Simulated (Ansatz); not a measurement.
**What a trial cell of Li relaxes into**

Level of theory: DFT PBE, scalar-relativistic, plane waves, PAW in Ansatz. Cutoff 420 eV, Γ-centred k mesh, Gaussian smearing, no spin polarisation in the final step.

Li was placed on the sites of a reported K cell (Cmmm, No. 65), at a guessed volume.

```
CELL_PARAMETERS angstrom
2.59781 -3.87742 0.00000
2.59781 3.87742 0.00000
0.00000 0.00000 5.87298
ATOMIC_POSITIONS crystal
Li 0.50000 0.00000 0.25000
Li 0.00000 0.50000 0.75000
Li 0.00000 0.50000 0.25000
Li 0.50000 0.00000 0.75000
Li 0.00000 0.00000 0.00000
```

Cell and atoms relax at zero pressure; the relaxation can't lower the symmetry of the start.

Energies count from the standard state of Li at the same level.

(1) Which crystal results?

(2) What are its volume, energy, density and gap?

## Answers

(1) It ends in P4/mmm (No. 123). Conventional cell: a = 3.894 Å, c = 7.433 Å. Li on Wyckoff site i (4 atoms of the primitive cell) is coordinated by 5 Li at 2.65–2.75 Å and 2 Li at 3.08 Å; around Li on Wyckoff site a (1 atom of the primitive cell) lie 8 Li at 3.08 Å and 4 Li at 3.89 Å.

```cif
data_structure
_symmetry_space_group_name_H-M 'P4/mmm'
_symmetry_Int_Tables_number 123
_cell_length_a 3.8943
_cell_length_b 3.8943
_cell_length_c 7.4330
_cell_angle_alpha 90.000
_cell_angle_beta 90.000
_cell_angle_gamma 90.000
_cell_volume 112.72
loop_
_atom_site_label
_atom_site_type_symbol
_atom_site_symmetry_multiplicity
_atom_site_Wyckoff_symbol
_atom_site_fract_x
_atom_site_fract_y
_atom_site_fract_z
_atom_site_occupancy
Li1 Li 4 i 0.50000 0.00000 0.32169 1
Li2 Li 1 a 0.00000 0.00000 0.00000 1
```

(2) The volume per atom is 22.54 Å³. The density is 0.51 g/cm³ and the energy over the standard structure is 0.17 eV/atom. The gap on the 10×10×6 mesh is 0 eV (a metal).

The final run used a 10×10×6 mesh on its 5-atom cell and 0.10 eV smearing. For metals, differences of a few meV/atom aren't resolved. Symmetry constrained the relaxation, so the result can be a saddle point. The steps took of the order of 2 core-minutes in all.